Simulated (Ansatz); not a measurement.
# Al2Cu in Ansatz: the effect of target pressure

The system is Al2Cu.

```
CELL_PARAMETERS angstrom
-2.03034 2.03034 2.85109
2.03034 -2.03034 2.85109
2.03034 2.03034 -2.85109
ATOMIC_POSITIONS crystal
Cu 0.50000 0.50000 0.00000
Al 0.25000 0.75000 0.50000
Al 0.75000 0.25000 0.50000
```

The cell comes from a database or a generator and needn't be the stable form of this composition.

Alike in all runs:

```yaml
Program: Ansatz 0.2.0
Task: relaxation of cell and atoms
Functional: PBEsol
Potentials_or_basis: Ansatz PAW
Cutoff: "420 eV (not typed: the program's choice for these potentials)"
k_mesh: 9 × 9 × 9
Occupations: fermi-dirac, width 0.05 eV
Spin: no spin polarisation
```

Each run relaxes the cell or the atoms first.

```tsv
target pressure	relaxed volume (Å³/atom)
0 GPa	15.66
2 GPa	15.37
5 GPa	14.99
10 GPa	?
20 GPa	13.60
30 GPa	12.94
```

Question: What does the run with target pressure 10 GPa give?

Answer: Relaxed volume 14.45 Å³/atom.

Worked out: In Murnaghan's law V^(-B') rises as a straight line in P. The other rows fit best with B' = 3.9, V0 = 15.66 Å³/atom and B0 = 106 GPa, which gives 14.45 Å³/atom at 10 GPa, against the run's 14.45.

Caveats: the plane-wave basis is chosen anew once the cell has moved, so the energies of steps on either side of that aren't comparable; the PAW data sets come from PBE, with cores solved anew for the run's functional, which leaves a small shift of forces and pressure; the volume moved by over 15 % at a fixed basis, so the end points are rough (some runs).
